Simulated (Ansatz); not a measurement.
# Ga5As3P2: further runs on a relaxed guess, part 1 of 3

Aim: for this structure of Ga5As3P2, compute bands, density of states and charges and see how the gap depends on the level of theory.

Computed with Ansatz 0.2.0 (DFT PBE, scalar-relativistic, plane waves, PAW, unless a step names another level, unless a step's input says otherwise).

## (1) The starting structure

Symmetry: I-4m2, No. 119, tetragonal system. Conventional cell: a = 3.991 Å, b = 3.991 Å, c = 28.274 Å, α = 90.00°, β = 90.00°, γ = 90.00°. Ga (site symmetry 2mm) has 2 P at 2.41 Å and 2 As at 2.47 Å in its first shell of neighbours. Ga (site symmetry -4m2) has 4 As at 2.47 Å in its first shell of neighbours. Around P (site symmetry 2mm) lie 4 Ga at 2.41 Å. Around As (site symmetry 2mm) lie 4 Ga at 2.47 Å. As (site symmetry -4m2) has 4 Ga at 2.47 Å in its first shell of neighbours.

Structure file:

```
CELL_PARAMETERS angstrom
-1.99563 1.99563 14.13698
1.99563 -1.99563 14.13698
1.99563 1.99563 -14.13698
ATOMIC_POSITIONS crystal
Ga 0.60296 0.60296 0.00000
Ga 0.00000 0.00000 0.00000
Ga 0.39704 0.39704 0.00000
Ga 0.80141 0.80141 0.00000
Ga 0.19859 0.19859 0.00000
P 0.34923 0.84923 0.50000
P 0.15077 0.65077 0.50000
As 0.94855 0.44855 0.50000
As 0.75000 0.25000 0.50000
As 0.55145 0.05145 0.50000
```

The cell was relaxed beforehand at this level, from a generated guess; it is a trial structure. At a tolerance of 0.02 Å it has space group I-4m2 (No. 119); it has 22.52 Å³/atom, an uncorrected energy of -0.38 eV/atom over the elements.

## (2) Bands, states and charges

input.yaml

```yaml
crystal:
  lattice:
    - [-1.9956307, 1.9956307, 14.136978]
    - [1.9956307, -1.9956307, 14.136978]
    - [1.9956307, 1.9956307, -14.136978]
  atoms:
    - { symbol: Ga, position: [0.602958, 0.602958, 0.0] }
    - { symbol: Ga, position: [0.0, 0.0, 0.0] }
    - { symbol: Ga, position: [0.397042, 0.397042, 0.0] }
    - { symbol: Ga, position: [0.801411, 0.801411, 0.0] }
    - { symbol: Ga, position: [0.198589, 0.198589, 0.0] }
    - { symbol: P, position: [0.34923, 0.84923, 0.5] }
    - { symbol: P, position: [0.15077, 0.65077, 0.5] }
    - { symbol: As, position: [0.948546, 0.448546, 0.5] }
    - { symbol: As, position: [0.75, 0.25, 0.5] }
    - { symbol: As, position: [0.551454, 0.051454, 0.5] }
basis:
  ecutwfc: 420
kpoints:
  mp_grid: { grid: [10, 10, 10] }
  band_path:
    path:
      - [[0.0, 0.0, 0.0], [0.0, 0.0, 0.5], [0.25, 0.25, 0.25], [0.0, 0.5, 0.0], [0.0, 0.0, 0.0], [0.5, 0.5, -0.5], [0.25498181, 0.74501819, -0.25498181]]
      - [[-0.25498181, 0.25498181, 0.25498181], [0.0, 0.0, 0.0]]
      - [[0.0, 0.0, 0.5], [-0.00996362, 0.00996362, 0.5]]
      - [[0.5, 0.5, -0.00996362], [0.5, 0.5, -0.5]]
    npoints: 14
hamiltonian:
  xc: pbe
scf:
  occupations: { method: gaussian, width: 0.02 }
  n_extra_bands: 25
output:
  forces: true
  stress: true
  eigenvalues: true
  populations: true
  dos: { projected: true, de: 0.02, nscf_kmesh: { grid: [15, 15, 15] } }
  bader: true
  write_density: true
  write_potential: true
  elf: true
  volumetric_format: npy
```

Command:

```
$ ansatz run input.yaml --threads 4 --pin off --max-ram 8192MiB --backend cpu --events-out ev --progress --plain --runs-dir out
```

Output:

```text
Warning: RAYON_NUM_THREADS=4 ignored (pool sized by the plan → 4); use --threads N
basis.fft_grid_basis auto: the FFT boxes are laid along the combinations [[1, -1, 0], [0, 1, 0], [1, 0, 1]] of the cell's own vectors, 5.644, 14.416 and 3.991 Å long. The dense box has 40×100×27 points. Along the cell's own vectors, as sized, it would have 100×100×100, 9.26 times as many. Of the 8 symmetry operations that the crystal satisfies within crystal.symmetry.tolerance (time reversal apart; of a slab, those that keep its plane) the dense box along the cell's own vectors carries 8, and the one as laid loses 7 of those. basis.fft_grid_basis: typed keeps the cell's own vectors: state it where this run's energies or levels are differenced outside the engine with another run's, or held beside a run that keeps those vectors. Those combinations have planes normal to reciprocal vector 3, as the cell's own vectors have. Each planar average written beside output.write_density, output.write_potential has a row for each plane of the box: 27. The volumetric files lie along those combinations, not along the cell's own vectors: a cube or XSF file states them, and fields.json those of NumPy files.
scf.n_extra_bands = 25 over 60 filled bands (N_el = 120.0): the run solves 85 bands
Engine: ansatz 0.2.0, x86_64-unknown-linux-gnu
Pseudopotentials: kind: paw
Pseudopotential: Ga, paw, valence charge 13, recommended cutoff 420 eV (normal), Ga.paw.azcp
Pseudopotential: P, paw, valence charge 5, recommended cutoff 420 eV (normal), P.paw.azcp
Pseudopotential: As, paw, valence charge 15, recommended cutoff 420 eV (normal), As.paw.azcp
Functional definition: PBE
  parameter kappa = 0.804
  parameter beta = 0.06672455060314922
  exchange = pbe_x(kappa = kappa, mu = beta*pi^2/3)
  correlation = pbe_c(beta = beta)
Crystal: 10 atoms, lattice volume = 225.204 Å³
Basis set: ecut = 420 eV, 4435 PW (Γ), FFT grids on a1−a2, a2, a1+a3, exchange–correlation on 80×200×54 points (8 copies of the dense FFT grid, shifted against one another)
Bands: 85, of which v1, the nominal top of the filled ones, is band 60 counted from 1 (59 counted from 0)
Symmetry: 8 space group operations
Space group: I-4m2 (ITA 119), of the structure as read, at distance tolerance 6.1e-5 Å
k-points: 102 of 1000 (time reversal used)
Non-local potential: Ga, projectors of the file, l = 0: 2, l = 1: 2, l = 2: 3, l = 3: 1
Non-local potential: P, projectors of the file, l = 0: 2, l = 1: 2, l = 2: 2
Non-local potential: As, projectors of the file, l = 0: 2, l = 1: 2, l = 2: 3, l = 3: 1
PAW form: soft (Blöchl's): semilocal exchange-correlation on the pseudo side does not see the compensation charge
PAW one-centre angular grid: Ga, 590 points (default); XC on 64 Gauss nodes
PAW one-centre angular grid: P, 110 points (default); XC on 64 Gauss nodes
PAW one-centre angular grid: As, 590 points (default); XC on 64 Gauss nodes
Initial density: superposition of atomic densities (neutral atoms: chi_scale 0, normalization atom), corrected by the library's trained network
Initial wavefunctions: pseudopotential atomic-orbital guess
Functional: x = pbe(κ = 0.804, μ = 0.2195149727645171), c = pbe(β = 0.06672455060314922)
SCF iter   1: F=—  HF=-34998.621794 eV  |F-HF|=—  |Δ(HF+E_count)|=         —  Δρ=1.74e-3  dr2=1.16e-2  ethr=1.77e-3  ⟨swp⟩=6.7  Hψ=36047  notcnv=0  defer=148
preconditioner: auto → Resta (q_TF=auto, 2.457 Å⁻¹)  ε∞=3.1  [insulator: Δε(μ)=0.662 eV  Ē_g=16.145 eV  σ=0.020 eV  W_gap=1.00  n_scr=62 (ndim 8)  ℏωp=23.5 eV  f_vac=0.061  D(μ)=0.00/eV (n_scr^D=0)  ε∞_Penn≈3.1]
SCF iter   2: F=—  HF=-34998.615294 eV  |F-HF|=—  |Δ(HF+E_count)|=   6.50e-3  Δρ=1.00e-3  dr2=2.84e-3  ethr=9.63e-6  ⟨swp⟩=2.2  Hψ=15267  notcnv=0  defer=1961
SCF iter   3: F=—  HF=-34998.615082 eV  |F-HF|=—  |Δ(HF+E_count)|=   2.12e-4  Δρ=4.39e-4  dr2=7.38e-4  ethr=2.36e-6  ⟨swp⟩=2.0  Hψ=11301  notcnv=0  defer=1961
SCF iter   4: F=—  HF=-34998.615225 eV  |F-HF|=—  |Δ(HF+E_count)|=   1.43e-4  Δρ=1.72e-4  dr2=9.31e-5  ethr=6.15e-7  ⟨swp⟩=2.0  Hψ=8889  notcnv=0  defer=1961
SCF iter   5: F=—  HF=-34998.615395 eV  |F-HF|=—  |Δ(HF+E_count)|=   1.70e-4  Δρ=4.16e-5  dr2=4.92e-6  ethr=7.76e-8  ⟨swp⟩=2.0  Hψ=11299  notcnv=0  defer=1961
SCF iter   6: F=—  HF=-34998.615402 eV  |F-HF|=—  |Δ(HF+E_count)|=   7.44e-6  Δρ=1.38e-5  dr2=3.02e-6  ethr=4.10e-9  ⟨swp⟩=2.9  Hψ=13285  notcnv=0  defer=1961
SCF iter   7: F=—  HF=-34998.615402 eV  |F-HF|=—  |Δ(HF+E_count)|=   1.03e-7  Δρ=6.55e-6  dr2=2.66e-7  ethr=2.52e-9  ⟨swp⟩=2.0  Hψ=12830  notcnv=0  defer=1961
SCF iter   8: F=-34998.615402 eV  HF=-34998.615402 eV  |F-HF|=1.80e-9  |Δ(HF+E_count)|=   1.80e-7  Δρ=1.90e-6  dr2=1.11e-8  ethr=8.33e-11  ⟨swp⟩=15.9  Hψ=64154  notcnv=0
SCF 1 converged in 8 iterations: F = -34998.615402 eV  dr2 = 1.11e-8
NSCF: frozen V_eff on 130 k-points
NSCF: frozen V_eff on 288 k-points
SCF converged after 8 iterations
Free energy (F): -34998.615402 eV
Harris-Foulkes:  -34998.615402 eV  (|F-HF|=1.80e-9)
Internal energy: -34998.615402 eV  (E = F + TS)
E sigma→0 (E₀):  -34998.615402 eV
Fermi energy:    7.625177 eV
--- Per-component energies (eV) ---
  E_band       = -1110.478598
  E_kinetic    = 1025.109326
  E_local      = -17039.788287  (includes V_loc(G=0)·N_el)
  E_nonlocal   = 180.260906
  E_hartree    = 8374.541176
  E_xc         = -704.002981
  E_vxc        = -646.582635  (∫ρ·V_xc dr)
  E_paw        = -16590.489632  (= ΣΔE_a)
  E_vpaw       = -1378.558265  (= ΣTr[D̂ρ^β])
  E_aug_tail   = -0.000522  (compensation charges beyond the density's cutoff)
  E_ewald      = -10244.245389
  E_smearing   = -0.000000  (= −TS)
  E_closure    = 0.000000  (closes the sum)
  Σ components = -34998.615402   (vs F -34998.615402, Δ=0.00e0)
--- Forces (eV/Å), atoms counted from 1 ---
  atom   1  Ga    -0.00000000     0.00000000     0.00018197
  atom   2  Ga    -0.00000000     0.00000000     0.00000000
  atom   3  Ga    -0.00000000     0.00000000    -0.00018197
  atom   4  Ga    -0.00000000    -0.00000000    -0.00004639
  atom   5  Ga    -0.00000000     0.00000000     0.00004639
  atom   6  P      0.00000000     0.00000000     0.00016412
  atom   7  P      0.00000000     0.00000000    -0.00016412
  atom   8  As     0.00000000     0.00000000     0.00056722
  atom   9  As     0.00000000     0.00000000    -0.00000000
  atom  10  As     0.00000000     0.00000000    -0.00056722
  max |Σ_I F_I| component: 2.60e-17 eV/Å
--- Stress (GPa, compression-positive) ---
        0.023427       0.000000      -0.000000
        0.000000       0.023427       0.000000
       -0.000000       0.000000      -0.044583
  P = ⅓ Tr σ = 0.0008 GPa (0.008 kbar)
--- Band table (eV; the first three rows and the last of 102) ---
  k-point 0: bands = ["-27.6967", "-27.6967", "-27.6952", "-27.6952", "-27.6937", "-27.6934", "-27.6891", "-27.6889", "-27.6874", "-27.6874", "-27.6844", "-27.6843", "-27.6839", "-27.6807", "-27.6750", "-7.4661", "-7.4553", "-7.4119", "-7.4019", "-7.3728", "-7.3728", "-7.3631", "-7.3608", "-7.3608", "-7.3453", "-7.3453", "-7.3305", "-7.3305", "-7.3217", "-7.3168", "-7.3045", "-7.3045", "-7.3044", "-7.3011", "-7.2961", "-7.2931", "-7.2852", "-7.2828", "-7.2678", "-7.2600", "-5.0954", "-4.5564", "-4.4361", "-3.0658", "-2.9569", "1.2630", "1.2649", "4.0816", "4.2251", "4.7735", "4.7735", "4.8922", "4.8922", "5.9417", "5.9417", "6.2148", "6.2148", "7.2407", "7.2909", "7.2909", "7.9590", "8.7692", "8.7974", "9.3049", "9.4102", "9.7307", "9.8748", "10.5954", "10.6628", "11.0505", "11.0505", "11.1175", "12.9481", "12.9481", "13.0552", "13.0552", "14.4826", "14.5969", "15.1540", "16.2161", "16.2161", "16.2760", "16.2760", "16.8898", "16.8937"]
  k-point 1: bands = ["-27.6968", "-27.6966", "-27.6953", "-27.6952", "-27.6935", "-27.6932", "-27.6890", "-27.6888", "-27.6875", "-27.6875", "-27.6843", "-27.6842", "-27.6840", "-27.6806", "-27.6751", "-7.4624", "-7.4519", "-7.4142", "-7.4048", "-7.3835", "-7.3688", "-7.3642", "-7.3606", "-7.3553", "-7.3478", "-7.3465", "-7.3362", "-7.3318", "-7.3177", "-7.3150", "-7.3087", "-7.3065", "-7.3022", "-7.3001", "-7.2964", "-7.2932", "-7.2866", "-7.2843", "-7.2662", "-7.2615", "-4.9415", "-4.4210", "-4.2994", "-3.0023", "-2.8948", "1.2224", "1.2229", "3.5541", "3.6202", "4.4180", "4.4650", "4.6996", "4.7945", "5.5028", "5.6906", "5.8585", "6.3401", "6.5325", "6.8225", "6.8639", "9.2664", "9.5109", "9.5424", "9.8855", "10.0272", "10.2131", "10.3329", "10.6182", "10.7667", "10.7732", "11.6564", "11.7297", "12.6921", "12.7432", "12.7717", "12.8993", "14.4064", "14.4373", "15.1267", "15.1858", "15.6797", "15.9525", "16.1995", "16.2496", "16.9988"]
  k-point 2: bands = ["-27.6970", "-27.6965", "-27.6956", "-27.6952", "-27.6929", "-27.6927", "-27.6887", "-27.6886", "-27.6876", "-27.6876", "-27.6844", "-27.6842", "-27.6836", "-27.6804", "-27.6752", "-7.4564", "-7.4465", "-7.4250", "-7.4173", "-7.4085", "-7.3598", "-7.3583", "-7.3562", "-7.3503", "-7.3457", "-7.3456", "-7.3436", "-7.3323", "-7.3151", "-7.3150", "-7.3083", "-7.3047", "-7.3032", "-7.2997", "-7.2939", "-7.2937", "-7.2912", "-7.2886", "-7.2658", "-7.2620", "-4.4973", "-4.0375", "-3.9110", "-2.8464", "-2.7453", "1.0880", "1.0991", "2.6329", "2.6534", "3.8106", "3.8221", "4.1399", "4.6165", "4.7021", "4.8271", "4.8931", "6.0340", "6.0618", "6.4667", "6.5806", "9.6563", "9.9520", "10.1395", "10.5529", "11.0203", "11.1741", "11.4445", "11.5307", "12.0353", "12.1841", "12.2629", "12.2843", "12.5084", "12.5763", "12.7874", "12.9951", "13.0504", "13.1566", "14.5271", "15.1104", "15.3824", "15.4329", "15.4521", "16.5172", "16.5709"]
  k-point 101: bands = ["-27.6967", "-27.6967", "-27.6952", "-27.6952", "-27.6937", "-27.6934", "-27.6891", "-27.6889", "-27.6874", "-27.6874", "-27.6844", "-27.6843", "-27.6839", "-27.6807", "-27.6750", "-7.4694", "-7.4448", "-7.4299", "-7.3856", "-7.3717", "-7.3717", "-7.3686", "-7.3636", "-7.3636", "-7.3411", "-7.3411", "-7.3333", "-7.3333", "-7.3224", "-7.3156", "-7.3059", "-7.3042", "-7.3042", "-7.3002", "-7.2960", "-7.2933", "-7.2849", "-7.2830", "-7.2678", "-7.2600", "-4.9581", "-4.9266", "-3.9061", "-3.6992", "-2.5768", "0.6480", "2.5456", "2.6248", "4.6764", "4.6764", "5.1337", "5.1337", "5.5255", "5.5255", "5.7887", "5.8535", "6.8121", "6.8121", "6.9315", "6.9315", "8.8477", "8.8897", "8.9452", "9.1988", "9.3241", "9.4083", "10.2388", "10.2773", "10.6723", "10.7506", "11.6407", "11.6407", "11.6769", "11.6769", "14.5449", "14.5449", "14.6662", "14.6662", "15.1547", "15.3902", "15.6752", "15.7211", "15.9454", "16.1058", "16.9315"]
--- Löwdin populations: 10 sites ---
  site symbol       q [e]
     0     Ga     12.9427
     1     Ga     12.9430
     2     Ga     12.9427
     3     Ga     12.9419
     4     Ga     12.9419
     5      P      5.0070
     6      P      5.0070
     7     As     15.0171
     8     As     15.0196
     9     As     15.0171
  spilling = 0.001832 (of n_electrons = 120.000000)
--- Bader charges: 10 sites ---
  site symbol  charge [e]  shift [e]
     0     Ga      0.7552     0.0004
     1     Ga      0.6811     0.0002
     2     Ga      0.7552     0.0004
     3     Ga      0.7566     0.0004
     4     Ga      0.7566     0.0004
     5      P     -0.8262     0.0006
     6      P     -0.8262     0.0006
     7     As     -0.6826     0.0002
     8     As     -0.6870     0.0002
     9     As     -0.6826     0.0002
  estimated error of the sums over rays = 5.2e-4 e
```

Run time: 6.1 min. Hardware: 4 threads of Intel Xeon Platinum 8259CL at 2.50GHz (Skylake/Cascade Lake), shared host; peak memory 3.3 GiB.

Per atom:

```tsv
atom	Löwdin electrons	Bader charge (e)	Bader volume (Å³)
Ga1	12.94	+0.76	16.9
Ga2	12.94	+0.68	17.5
Ga3	12.94	+0.76	16.9
Ga4	12.94	+0.76	16.8
Ga5	12.94	+0.76	16.8
P6	5.01	-0.83	27.0
P7	5.01	-0.83	27.0
As8	15.02	-0.68	28.8
As9	15.02	-0.69	28.7
As10	15.02	-0.68	28.8
```

The Löwdin counts miss 0.22 of the 120 electrons, which the atomic orbitals do not span, so they are no charges.

From bands.tsv, the levels nearest the gap at the path's corners, in eV from the valence-band top:

| point | band 57 | band 58 | band 59 | band 60 | band 61 | band 62 | band 63 | band 64 |
| --- | --- | --- | --- | --- | --- | --- | --- | --- |
| Γ | -1.08 | -0.05 | 0.00 | 0.00 | 0.67 | 1.48 | 1.51 | 2.01 |
| X | -2.88 | -2.81 | -2.57 | -2.54 | 1.52 | 1.71 | 2.27 | 2.35 |
| P | -2.72 | -2.69 | -2.64 | -2.57 | 1.60 | 1.90 | 1.90 | 1.92 |
| N | -1.12 | -0.94 | -0.90 | -0.87 | 1.11 | 1.86 | 1.89 | 2.56 |
| Γ | -1.08 | -0.05 | 0.00 | 0.00 | 0.67 | 1.48 | 1.51 | 2.01 |
| M | -0.48 | -0.48 | -0.36 | -0.36 | 1.56 | 1.60 | 1.65 | 1.91 |
| S | -1.41 | -0.95 | -0.89 | -0.88 | 1.38 | 1.42 | 2.28 | 2.37 |
| S0 | -1.41 | -0.95 | -0.89 | -0.88 | 1.38 | 1.42 | 2.28 | 2.37 |
| Γ | -1.08 | -0.05 | 0.00 | 0.00 | 0.67 | 1.48 | 1.51 | 2.01 |
| X | -2.88 | -2.81 | -2.57 | -2.54 | 1.52 | 1.71 | 2.27 | 2.35 |
| R | -2.87 | -2.80 | -2.57 | -2.54 | 1.53 | 1.72 | 2.27 | 2.34 |
| G | -2.87 | -2.80 | -2.57 | -2.54 | 1.53 | 1.72 | 2.27 | 2.34 |
| M | -0.48 | -0.48 | -0.36 | -0.36 | 1.56 | 1.60 | 1.65 | 1.91 |

Highest filled and lowest empty level along the path:

```
distance (1/Å)  highest filled (eV)  lowest empty (eV)
          0.00                 0.00               0.67
          0.32                -0.63               2.47
          0.64                -1.38               1.86
          0.95                -2.37               1.47
          1.13                -2.54               1.53
          1.16                -2.55               1.55
          1.19                -2.56               1.58
          1.22                -2.57               1.60
          1.45                -2.34               1.72
          1.67                -1.67               2.33
          1.90                -1.11               1.46
          2.12                -0.74               1.21
          2.35                -0.35               1.47
          2.58                -0.08               1.69
          2.81                 0.00               0.67
          2.87                -0.04               0.92
          2.93                -0.15               1.33
          3.00                -0.31               1.55
          3.14                -0.31               1.62
          3.36                -0.40               1.61
          3.58                -0.57               1.82
          3.80                -0.88               1.38
          3.97                -0.66               1.17
          4.20                -0.26               1.77
          4.43                -0.04               1.51
          4.60                -2.54               1.52
          4.61                -2.54               1.52
          4.62                -2.54               1.53
          4.62                -2.54               1.53
          4.70                -2.60               1.67
          5.01                -1.66               2.45
          5.33                -0.64               2.62
          5.64                -0.27               1.64
```

States per cell in windows of 1 eV, from dos.tsv and pdos.tsv (zero at the valence-band top):

```
from  to  total  Ga 4s  Ga 4p  P 3p  As 4p
  -8  -7   0.00   0.00   0.00  0.00   0.00
  -7  -6   4.73   2.16   0.33  0.91   1.12
  -6  -5   2.93   1.06   0.28  0.50   0.75
  -5  -4   1.28   0.37   0.13  0.27   0.30
  -4  -3   4.66   0.27   1.51  1.22   1.46
  -3  -2   7.33   0.25   2.31  2.02   2.56
  -2  -1   6.66   0.13   1.82  1.66   2.91
  -1   0   2.41   0.02   0.50  0.54   1.29
   0   1   0.00   0.00   0.00  0.00   0.00
   1   2   1.77   0.47   0.51  0.19   0.19
   2   3   7.19   1.65   2.04  0.88   1.16
   3   4   4.50   0.66   1.69  0.45   0.72
   4   5   7.45   0.39   3.92  0.65   1.05
   5   6   7.17   0.29   3.31  0.65   1.05
```

A further 90 or so states lie below the table's range.

The maps below are laid out on this run's own conventional cell (a, b, c = 3.991, 3.991, 28.274 Å).

Density in a lattice plane of the grid's cell (edges 3.99 and 28.27 Å, at 0.000 of the third edge), which holds Ga and P and As.

Ten even steps from '0' (0.01 e/Å³) to '9' (52.34 e/Å³):
```
000600
000000
000000
900000
000600
000000
000000
800000
000600
000000
000000
800000
000000
000000
000000
900000
000000
000000
000000
900000
```
Columns run along the first of these edges and rows up along the second, over one cell in 6 and 20 even steps from the bottom left corner. Atoms in the plane (fractional): Ga at (0.00, 0.60), Ga at (0.00, 0.00), Ga at (0.00, 0.40), Ga at (0.00, 0.80), Ga at (0.00, 0.20), P at (0.50, 0.35), P at (0.50, 0.15), As at (0.50, 0.95), As at (0.50, 0.75), As at (0.50, 0.55).

ELF in the same plane.

Values, 12 rows by 6 columns:
```
0.02 0.23 0.58 0.64 0.58 0.23
0.25 0.23 0.10 0.02 0.10 0.23
0.25 0.62 0.54 0.29 0.54 0.62
0.08 0.05 0.02 0.02 0.02 0.05
0.11 0.31 0.76 0.64 0.76 0.31
0.01 0.05 0.28 0.47 0.28 0.05
0.11 0.26 0.20 0.09 0.20 0.26
0.08 0.44 0.68 0.21 0.68 0.44
0.25 0.16 0.03 0.01 0.03 0.16
0.25 0.52 0.90 0.21 0.91 0.52
0.02 0.02 0.04 0.09 0.04 0.02
0.49 0.18 0.45 0.47 0.45 0.18
```
Columns run along the first of these edges and rows up along the second, over one cell in 6 and 12 even steps from the bottom left corner. Atoms in the plane (fractional): Ga at (0.00, 0.60), Ga at (0.00, 0.00), Ga at (0.00, 0.40), Ga at (0.00, 0.80), Ga at (0.00, 0.20), P at (0.50, 0.35), P at (0.50, 0.15), As at (0.50, 0.95), As at (0.50, 0.75), As at (0.50, 0.55).

Both are smooth fields of the valence electrons: close to the nuclei they are not physical.

Outside the cores ELF peaks at 0.91 on the P–Ga line, 0.9 Å from P; 0.78 on the As–Ga line, 1.1 Å from As.

(Continued in part 2 of 3.)
